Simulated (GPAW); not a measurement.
# Pd (Im-3m) in GPAW: single point with PBE

Aim: the single point of Pd with PBE.

Program: GPAW 26.7.0. These are calculated values, not measurements. Logs are shortened: lines on timing, memory, paths and dates and some standing lists are left out, and cuts for length are marked. The log counts tension as positive stress, the text compression.

### 1 Starting point

The structure is cubic, space group Im-3m (No. 229). The conventional cell has a = 3.145 Å, b = 3.145 Å, c = 3.145 Å, α = 90.00°, β = 90.00°, γ = 90.00°. Pd (site symmetry m-3m) is surrounded by 8 Pd at 2.72 Å.

This isn't the form of Pd at room conditions, which is fcc.

### 2 Single point, PBE

Input file run.py:

```python
from ase.dft.bandgap import bandgap
from ase.io import read, write
from ase.units import GPa
from gpaw import GPAW, PW

atoms = read('POSCAR')

calc = GPAW(mode=PW(450),
            xc='PBE',
            kpts={'size': (10, 10, 10), 'gamma': True},
            occupations={'name': 'fermi-dirac', 'width': 0.05},
            nbands=17,
            maxiter=120,
            txt='gpaw.txt')
atoms.calc = calc
energy = atoms.get_potential_energy()
forces = atoms.get_forces()
stress = atoms.get_stress()
calc.write('gs.gpw')
write('result.traj', atoms)
print(f'Energy: {energy:.6f} eV')
print('Forces (eV/A):')
print(forces.round(4))
print('Stress (GPa):', (stress / GPa).round(3))
print('Fermi level:', round(calc.get_fermi_level(), 4), 'eV')
print(f'Gap: {bandgap(calc)[0]:.4f} eV, direct: {bandgap(calc, direct=True)[0]:.4f} eV')
```

Input file POSCAR:

```
Pd
1.0
   -1.5722810000      1.5722810000      1.5722810000
    1.5722810000     -1.5722810000      1.5722810000
    1.5722810000      1.5722810000     -1.5722810000
Pd
1
Direct
    0.0000000000      0.0000000000      0.0000000000
```

Potentials or basis: GPAW PAW data sets (gpaw-data 1.2.1), pw.

The run is started by

```console
$ OMP_NUM_THREADS=1 python run.py
```

gpaw.txt:

```text
__  _  _
 | _ |_)|_||  |
 |__||  | ||/\| - 26.7.0

Input parameters:
  mode=PW(ecut=450.00000000000006),
  kpts=MonkhorstPack(size=(10, 10, 10), gamma=True),
  maxiter=120,
  nbands=17,
  occupations=Occupations(name='fermi-dirac', width=0.05),
  xc=XC(name='PBE')

Diagonalizing LCAO Hamiltonian
Converting LCAO to pw mode

       Pd

Atoms  # Å, Bohr magnetons
|   | symbol |        x |        y |        z |    initial magnetic moments |
|---|--------|----------|----------|----------|-----------------------------|
| 0 |     Pd | 0.000000 | 0.000000 | 0.000000 | ( 0.0000,  0.0000,  0.0000) |

Unit cell  # Å
| periodic |         x |         y |         z |  lengths |     angles |
|----------|-----------|-----------|-----------|----------|------------|
|      yes | -1.572281 |  1.572281 |  1.572281 | 2.723271 | 109.471221 |
|      yes |  1.572281 | -1.572281 |  1.572281 | 2.723271 | 109.471221 |
|      yes |  1.572281 |  1.572281 | -1.572281 | 2.723271 | 109.471221 |

Number of symmetries: 48
Symmetry operations  # r_c * U_cc + t_c -> r_c
|    | kind |            matrix            |
|----|------|------------------------------|
|  0 |  σ   |  1, 1, 1,  0, 0,-1,  0,-1, 0 |
|  1 |  C4  |  1, 1, 1,  0, 0,-1, -1, 0, 0 |
|  2 |  C2  |  1, 1, 1,  0,-1, 0,  0, 0,-1 |
|  3 |  S6  |  1, 1, 1,  0,-1, 0, -1, 0, 0 |
|  4 |  S6  |  1, 1, 1, -1, 0, 0,  0, 0,-1 |
|  5 |  C4  |  1, 1, 1, -1, 0, 0,  0,-1, 0 |
|  6 |  E   |  1, 0, 0,  0, 1, 0,  0, 0, 1 |
|  7 |  σ   |  1, 0, 0,  0, 1, 0, -1,-1,-1 |
|  8 |  σ   |  1, 0, 0,  0, 0, 1,  0, 1, 0 |
|  9 |  C3  |  1, 0, 0,  0, 0, 1, -1,-1,-1 |
| 10 |  C3  |  1, 0, 0, -1,-1,-1,  0, 1, 0 |
| 11 |  σ   |  1, 0, 0, -1,-1,-1,  0, 0, 1 |
| 12 |  σ   |  0, 1, 0,  1, 0, 0,  0, 0, 1 |
| 13 |  C2  |  0, 1, 0,  1, 0, 0, -1,-1,-1 |
| 14 |  C3  |  0, 1, 0,  0, 0, 1,  1, 0, 0 |
| 15 |  S4  |  0, 1, 0,  0, 0, 1, -1,-1,-1 |
| 16 |  S4  |  0, 1, 0, -1,-1,-1,  1, 0, 0 |
| 17 |  C3  |  0, 1, 0, -1,-1,-1,  0, 0, 1 |
| 18 |  C3  |  0, 0, 1,  1, 0, 0,  0, 1, 0 |
| 19 |  S4  |  0, 0, 1,  1, 0, 0, -1,-1,-1 |
| 20 |  σ   |  0, 0, 1,  0, 1, 0,  1, 0, 0 |
| 21 |  C3  |  0, 0, 1,  0, 1, 0, -1,-1,-1 |
| 22 |  C2  |  0, 0, 1, -1,-1,-1,  1, 0, 0 |
| 23 |  S4  |  0, 0, 1, -1,-1,-1,  0, 1, 0 |
| 24 |  C4  |  0, 0,-1,  1, 1, 1,  0,-1, 0 |
| 25 |  σ   |  0, 0,-1,  1, 1, 1, -1, 0, 0 |
| 26 |  S6  |  0, 0,-1,  0,-1, 0,  1, 1, 1 |
| 27 |  C2  |  0, 0,-1,  0,-1, 0, -1, 0, 0 |
| 28 |  C4  |  0, 0,-1, -1, 0, 0,  1, 1, 1 |
| 29 |  S6  |  0, 0,-1, -1, 0, 0,  0,-1, 0 |
| 30 |  S6  |  0,-1, 0,  1, 1, 1,  0, 0,-1 |
| 31 |  C4  |  0,-1, 0,  1, 1, 1, -1, 0, 0 |
| 32 |  C4  |  0,-1, 0,  0, 0,-1,  1, 1, 1 |
| 33 |  S6  |  0,-1, 0,  0, 0,-1, -1, 0, 0 |
| 34 |  σ   |  0,-1, 0, -1, 0, 0,  1, 1, 1 |
| 35 |  C2  |  0,-1, 0, -1, 0, 0,  0, 0,-1 |
| 36 |  C2  | -1, 0, 0,  1, 1, 1,  0, 0,-1 |
| 37 |  S6  | -1, 0, 0,  1, 1, 1,  0,-1, 0 |
| 38 |  S6  | -1, 0, 0,  0, 0,-1,  1, 1, 1 |
| 39 |  C2  | -1, 0, 0,  0, 0,-1,  0,-1, 0 |
| 40 |  C2  | -1, 0, 0,  0,-1, 0,  1, 1, 1 |
| 41 |  i   | -1, 0, 0,  0,-1, 0,  0, 0,-1 |
| 42 |  S4  | -1,-1,-1,  1, 0, 0,  0, 1, 0 |
| 43 |  C3  | -1,-1,-1,  1, 0, 0,  0, 0, 1 |
| 44 |  C3  | -1,-1,-1,  0, 1, 0,  1, 0, 0 |
| 45 |  σ   | -1,-1,-1,  0, 1, 0,  0, 0, 1 |
| 46 |  S4  | -1,-1,-1,  0, 0, 1,  1, 0, 0 |
| 47 |  C2  | -1,-1,-1,  0, 0, 1,  0, 1, 0 |

BZ-sampling:
  Number of BZ points: 1000
  Number of IBZ points: 47

  Monkhorst-Pack size: [10, 10, 10]
  Monkhorst-Pack shift: [0.05, 0.05, 0.05]

K-points  # in reciprocal-cell coordinates
|     |                                coordinates |     weight |
|-----|--------------------------------------------|------------|
|   0 | (  0.00000000,   0.00000000,   0.00000000) | 0.00100000 |
|   1 | (  0.10000000,   0.00000000,   0.00000000) | 0.01200000 |
|   2 | (  0.10000000,   0.10000000,  -0.10000000) | 0.00600000 |
|   3 | (  0.20000000,   0.00000000,  -0.10000000) | 0.02400000 |
|   4 | (  0.20000000,   0.00000000,   0.00000000) | 0.01200000 |
|   5 | (  0.20000000,   0.10000000,  -0.10000000) | 0.02400000 |
|   6 | (  0.20000000,   0.20000000,  -0.20000000) | 0.00600000 |
|   7 | (  0.30000000,  -0.10000000,  -0.10000000) | 0.00800000 |
|   8 | (  0.30000000,   0.00000000,  -0.10000000) | 0.04800000 |
|   9 | (  0.30000000,   0.00000000,   0.00000000) | 0.01200000 |
| ... |                                            |            |
|  46 | (  0.50000000,   0.50000000,   0.50000000) | 0.00100000 |

Plane wave coefficients: 370
Cutoff: 450.00000000000006 eV

Spin-components: 1 (collinear spins)
Bands:           17
Projectors:      6
Spin-degeneracy: 2
Datatype:        complex128

Parallelization:
  kpt:    1
  domain: 1
  band:   1

Density:
  Valence electrons: 16.0
  Components: 1
  Grid points: [14 14 14]
  Charge: 0.0  # |e|

Potential:
  Grid points: [14 14 14]

species:
  Pd:
    name:    Palladium
    Z:       46.0
    valence: 16
    core:    30
    charge:  0.0  # [|e|]
    compensation charges:
      type: gauss
      rc: 0.38  # [Å]
      lmax: 2
    cutoffs:
      filter: 2.38  # [Å]
      core: 2.28  # [Å]
    projectors
    | kind |    occ | energy [eV] | rcut [Å] |
    |------|--------|-------------|----------|
    |   5s |  0.000 |      -3.315 |    1.228 |
    |   4p |  6.000 |     -51.209 |    1.360 |
    |   5p |  0.000 |      -0.314 |    1.360 |
    |   4d | 10.000 |      -4.047 |    1.228 |
    |    s |        |      23.896 |    1.228 |
    |    d |        |      23.165 |    1.228 |

    Using partial waves for Pd as LCAO basis

Reference energy: -137227.490718  # eV

eigensolver:
  PPCG
  Converge bands: occupied
  niter=2

density mixing:
  MSR1-Mixer
  Pratt-step length: 0.05
  Maximum mixing coefficient: 0.75
  Old densities: 10
  SVD Regularization: 0.005
  Good broyden scale: 1.0
  Trust region scale: 1.0
  Backstep threshold: 4.0
  History deletion threshold: 6.0
  Fourier metric: weight=20.0, sigma=0.015

occupation numbers:
  Fermi-Dirac:
    width: 0.0500  # eV

poisson solver:
  ecut: 3600.0000000000005  # eV

xc functional:
  name: PBE with 2 nearest neighbor stencil

convergence criteria:
- Maximum [total energy] change in last 3 cyles: 0.0005 eV / valence electron
- Maximum integral of absolute [dens]ity change: 0.0001 electrons / valence electron
- Maximum integral of absolute [eigenst]ate change: 4e-08 eV^2 / valence electron
maximum number of iterations: 120

SCF iterations
|iter     | |      energy | eigst |  dens |
|---------|-|-------------|-------|-------|
|iter:   1| |   -4.801080 | -0.36 |       |
|iter:   2| |   -4.557618 | -2.64 | -0.98 |
|iter:   3| |   -3.838416 | -1.49 | -1.04 |
|iter:   4| |   -3.829362 | -3.49 | -1.93 |
|iter:   5| |   -3.826379 | -3.75 | -2.18 |
|iter:   6| |   -3.826378c| -6.29 | -3.46 |
|iter:   7| |   -3.826380c| -6.85 | -4.13c|
|iter:   8| |   -3.826380c| -7.55c| -4.83c|

Converged in 8 steps
Energy contributions relative to reference atoms: (reference = -137227.490718)

Energy contributions:
  Kinetic:          -3.759205
  Coulomb:          -1.007292
  Zero:             -0.152858
  External:          0.000000
  Xc:                1.098844
  Entropy:          -0.011735
  Spinorbit:         0.000000
  ----------------------------
  Free energy:      -3.832247
  Extrapolated:     -3.826380

dipole moment: (-4.654201, -4.654201, -4.654201)  # |e|*Ang

Fermi level: 8.666
Eigenvalues  # (at kpt = [0.000, 0.000, 0.000])
| band index |      eig [eV] | occ [0-2] |
|------------|---------------|-----------|
|          0 |       -40.852 |     2.000 |
|          1 |       -40.852 |     2.000 |
|          2 |       -40.852 |     2.000 |
|          3 |         1.918 |     2.000 |
|          4 |         5.928 |     2.000 |
|          5 |         5.928 |     2.000 |
[... 9 lines left out ...]
|         15 |        39.763 |     0.000 |
|         16 |        39.763 |     0.000 |

No gap
No difference between direct/indirect transitions

Forces  # eV/Ang
|        x |        y |        z |
|----------|----------|----------|
| -0.00000 | -0.00000 | -0.00000 |  # Pd   0

Stress tensor  # eV/Ang^3
|        x |         y |         z |
|----------|-----------|-----------|
| 0.011838 |  0.000000 |  0.000000 |
| 0.000000 |  0.011838 | -0.000000 |
| 0.000000 | -0.000000 |  0.011838 |

# Writing to gs.gpw (mode='')
```

It took 4.2 s on 1 thread of Intel Xeon 6975P-C (Granite Rapids), shared host; peak memory 0.13 GiB.

What came out:

| Property | Result |
| --- | --- |
| Free energy | -3.8322 eV |
| Pressure | -1.9 GPa |
| Band gap on the k mesh | none (metal or under the smearing width) |

Levels at points of the mesh, in eV from the Fermi level:
```tsv
k point	band 5	band 6	band 7	band 8	band 9	band 10	band 11	band 12
(0.00, 0.00, 0.00)	-2.74	-2.74	-2.74	-0.90	-0.90	19.52	19.52	19.52
(0.50, 0.50, 0.00)	-3.85	-0.97	-0.69	0.54	1.46	7.53	15.21	17.98
(0.50, 0.50, 0.50)	-4.84	0.19	0.19	0.19	9.14	9.14	9.14	16.93
```

Caveat: the cutoff is short for stress and forces, so pressures can be off by a GPa or more.
